**Loss function of GaAs: valence plasmon and a forecast of the two lowest energies**

The table holds the loss function $-\mathrm{Im}(1/\varepsilon)$ of zincblende GaAs at 30 energies up to 29.4 eV, from Yambo on LDA states with an 8×8×8 mesh, 29 of the 34 computed bands in the response sums and no spin-orbit coupling. The program compares the peak with the free-electron plasma energy for 8 and 28 electrons per cell, fits a Drude curve below 20 eV and a power law to rows 3 to 11, and forecasts the two withheld rows from a two-oscillator dielectric function fixed by the gap, the static dielectric constant and the absorption height of the same run, with the 0.1 eV damping of the run as line width. The 8-electron value lies 2% above the peak, while the Drude curve overshoots rows 3 to 15 and falls short above 20 eV. The time-ordered two-oscillator model gives 0.0028 and 0.035 for the withheld rows against computed values of 0.003 and 0.029, both inside the stated ranges, but it underestimates row 3 by more than a factor of six.

Loss function of zincblende GaAs from Yambo 5.3.0: linear response in the optical limit with a Hartree kernel, on Quantum ESPRESSO LDA states without spin-orbit coupling or quasiparticle correction. The field is along z, with an 8×8×8 k-mesh, 29 bands in the sums, a 1 Ry screening block, 0.1 eV damping and PseudoDojo 0.4.1 SR LDA standard potentials (wave cutoff 1088 eV).

## Analysis program

```python
# Table: loss function -Im(1/eps) of GaAs vs energy; Yambo on LDA states, 8x8x8 mesh, 34 bands, no spin-orbit.
# Tested: free-electron plasmon, Drude curve, f-sum; forecast of withheld rows from a two-oscillator eps.
T = {
    'row': [1, 2, 3, 4, 5, 6, 7, 8, 9, 10, 11, 12, 13, 14, 15, 16, 17, 18, 19, 20, 21, 22, 23, 24, 25, 26, 27, 28, 29, 30],
    'loss_function': [0.003, 0.029, 0.026, 0.057, 0.033, 0.118, 0.058, 0.102, 0.227, 0.267, 0.213, 0.784, 0.546, 1.443, 1.887, 3.3, 1.983, 1.713, 1.67, 0.967, 1.027, 1.128, 0.517, 0.661, 0.56, 0.446, 0.295, 0.364, 0.563, 0.442],
    'loss_energy': [0.0, 1.007, 2.013, 3.02, 4.027, 5.034, 6.04, 7.047, 8.054, 9.06, 10.27, 11.28, 12.28, 13.29, 14.3, 15.3, 16.31, 17.32, 18.32, 19.33, 20.34, 21.34, 22.35, 23.36, 24.36, 25.37, 26.38, 27.38, 28.39, 29.4],  # eV
}
HELD = [0, 1]  # rows withheld from the fit
import numpy as np
from scipy import constants as c
from scipy.optimize import curve_fit
row = np.array(T['row'], int); L = np.array(T['loss_function'], float); E = np.array(T['loss_energy'], float)
k = np.array([i not in HELD for i in range(len(row))])
r, l, e = row[k], L[k], E[k]
# results and geometry of the same run, typed from its further outputs
gap, eps0, Eabs, Habs, V = 0.2795, 98.359, 0.2013, 86.3347, 2*2.827**3
wp = lambda N: c.hbar*np.sqrt(N/(V*1e-30)*c.e**2/(c.epsilon_0*c.m_e))/c.e
w8, ip = wp(8), l.argmax()
print(f"peak: row {r[ip]}, {e[ip]:.2f} eV, L={l[ip]:.3f}; cell {V:.2f} A^3; rounding of L 0.0005")
print(f"plasma energy 8 e: {w8:.2f} eV ({100*(w8/e[ip]-1):+.1f}%); 28 e: {wp(28):.2f} eV ({100*(wp(28)/e[ip]-1):+.0f}%)")
dr = lambda w, W, G: W*W*G*w/((W*W-w*w)**2+(G*w)**2)
m = e < 20  # above 20 eV left out: semicore transitions are outside a Drude curve
p, _ = curve_fit(dr, e[m], l[m], [15.5, 4.5]); res = l-dr(e, *p)
print(f"Drude fit below 20 eV: W={p[0]:.2f} eV, width={p[1]:.2f} eV, height {p[0]/p[1]:.2f}, rms {np.sqrt(np.mean(res[m]**2)):.3f}")
print("table minus Drude (row:residual):")
for s in range(0, len(r), 7):
    print("  "+" ".join(f"{a}:{b:+.3f}" for a, b in zip(r[s:s+7], res[s:s+7])))
print(f"worst fitted row {r[m][abs(res[m]).argmax()]}; above 20 eV table/Drude {(l/dr(e,*p))[~m].min():.1f} to {(l/dr(e,*p))[~m].max():.1f}")
cum = np.cumsum(0.5*(e[1:]*l[1:]+e[:-1]*l[:-1])*np.diff(e))*8/(np.pi/2*w8**2)
print(f"f-sum electrons per cell: {cum[m.sum()-2]:.2f} to {e[m][-1]:.2f} eV, {cum[-1]:.2f} to {e[-1]:.2f} eV")
lo = r <= 11
q = np.polyfit(np.log(e[lo]), np.log(l[lo]), 1); sc = np.std(np.log(l[lo])-np.polyval(q, np.log(e[lo])), ddof=2)
pw = lambda w: np.exp(q[1])*w**q[0]
print(f"power law rows 3-11: exponent {q[0]:.2f}, scatter factor {np.exp(sc):.2f}")
n = np.round(e/Eabs); h = (n*e).sum()/(n*n).sum(); step = int(np.median(np.diff(n)))
print(f"grid step {h:.5f} eV, worst misfit {abs(e-n*h).max():.4f} eV; usual spacing {step} steps, largest {int(np.diff(n).max())}")
Ep = {i: (n[0]-step*(r[0]-row[i]))*h for i in HELD}
def build(g, s):  # s=+1 time-ordered, s=-1 retarded
    f = lambda w, E0: 1/(E0-w-1j*g)+1/(E0+w-s*1j*g)
    P = 4.0
    for _ in range(60):
        M = [[f(0, gap).real, f(0, P).real], [f(Eabs, gap).imag, f(Eabs, P).imag]]
        A, B = np.linalg.solve(M, [eps0-1, Habs]); eb = 1+B*f(0, P).real
        P = w8/np.sqrt(max(eb-1, 1.0))
    return eb, P, (lambda w: 1+A*f(w, gap)+B*f(w, P))
loss = lambda z: abs(z.imag)/abs(z)**2
print("two oscillators (width assumed): background eps, Penn energy, L at forecast energies")
for s, nm in ((1, "time-ordered"), (-1, "retarded")):
    for g in (0.07, 0.10, 0.15, 0.20):
        eb, P, ep = build(g, s)
        print(f"  {nm} width {g:.2f} eV: {eb:.1f}, {P:.1f} eV, "+", ".join(f"{loss(ep(Ep[i])):.4f}" for i in HELD))
eb, P, ep = build(0.10, 1)
print(f"check on row {r[0]}: two oscillators {loss(ep(e[0])):.4f}, Drude {dr(e[0],*p):.4f}, power {pw(e[0]):.4f}, table {l[0]:.3f}")
print(f"upper bound on L at zero energy 1/(2 eps1) = {1/(2*eps0):.4f}; at {Eabs} eV 1/eps2 = {1/Habs:.4f}")
rng = {0: (0.0, 0.005), 1: (0.015, 0.12)}  # stated ranges
for i in HELD:
    w = Ep[i]; z = ep(w); f0 = loss(z); a, b = rng[i]
    print(f"row {row[i]} forecast: energy {w:.3f} eV (up to +{h:.3f}); eps {z.real:.1f}+{z.imag:.1f}i; L {f0:.4f}, range {a:.3f}-{b:.3f}")
    print(f"  smooth extrapolations: Drude {dr(w,*p):.4f}, power law {pw(w):.4f}")
    print(f"  computed: energy {E[i]:.3f} eV (miss {E[i]-w:+.3f}), L {L[i]:.3f} (miss {L[i]-f0:+.4f}), in range: {'yes' if a <= L[i] <= b else 'no'}")
    print(f"  computed minus Drude {L[i]-dr(w,*p):+.4f}, minus power {L[i]-pw(w):+.4f}; ratio to row {r[0]} {L[i]/l[0]:.2f}; model at computed energy {loss(ep(E[i])):.4f}")
assert abs(w8/e[ip]-1) < 0.05
assert 6 < cum[-1] < 10
assert abs(e-n*h).max() < 0.008
assert (res[e > 24] > 0).all()
```

Printed output:

```
peak: row 16, 15.30 eV, L=3.300; cell 45.19 A^3; rounding of L 0.0005
plasma energy 8 e: 15.62 eV (+2.1%); 28 e: 29.23 eV (+91%)
Drude fit below 20 eV: W=15.96 eV, width=6.04 eV, height 2.64, rms 0.305
table minus Drude (row:residual):
  3:-0.023 4:-0.020 5:-0.075 6:-0.027 7:-0.132 8:-0.145 9:-0.095
  10:-0.158 11:-0.391 12:-0.046 13:-0.612 14:-0.185 15:-0.315 16:+0.675
  17:-0.571 18:-0.341 19:+0.167 20:-0.106 21:+0.251 22:+0.550 23:+0.076
  24:+0.317 25:+0.285 26:+0.222 27:+0.110 28:+0.209 29:+0.432 30:+0.330
worst fitted row 16; above 20 eV table/Drude 1.2 to 4.3
f-sum electrons per cell: 4.68 to 19.33 eV, 7.76 to 29.40 eV
power law rows 3-11: exponent 1.39, scatter factor 1.54
grid step 0.20135 eV, worst misfit 0.0042 eV; usual spacing 5 steps, largest 6
two oscillators (width assumed): background eps, Penn energy, L at forecast energies
  time-ordered width 0.07 eV: 11.1, 4.9 eV, 0.0022, 0.1130
  time-ordered width 0.10 eV: 16.0, 4.0 eV, 0.0028, 0.0352
  time-ordered width 0.15 eV: 16.7, 3.9 eV, 0.0038, 0.0464
  time-ordered width 0.20 eV: 18.7, 3.7 eV, 0.0044, 0.0428
  retarded width 0.07 eV: 2.4, 13.2 eV, 0.0000, 0.0342
  retarded width 0.10 eV: 3.8, 9.4 eV, 0.0000, 0.0711
  retarded width 0.15 eV: -4.8, 15.6 eV, 0.0000, 0.0142
  retarded width 0.20 eV: -15.2, 15.6 eV, 0.0000, 0.0070
check on row 3: two oscillators 0.0041, Drude 0.0492, power 0.0231, table 0.026
upper bound on L at zero energy 1/(2 eps1) = 0.0051; at 0.2013 eV 1/eps2 = 0.0116
row 1 forecast: energy 0.000 eV (up to +0.201); eps 98.4+29.8i; L 0.0028, range 0.000-0.005
  smooth extrapolations: Drude 0.0000, power law 0.0000
  computed: energy 0.000 eV (miss +0.000), L 0.003 (miss +0.0002), in range: yes
  computed minus Drude +0.0030, minus power +0.0030; ratio to row 3 0.12; model at computed energy 0.0028
row 2 forecast: energy 1.007 eV (up to +0.201); eps 9.5+3.6i; L 0.0352, range 0.015-0.120
  smooth extrapolations: Drude 0.0240, power law 0.0088
  computed: energy 1.007 eV (miss +0.000), L 0.029 (miss -0.0062), in range: yes
  computed minus Drude +0.0050, minus power +0.0202; ratio to row 3 1.12; model at computed energy 0.0352
```
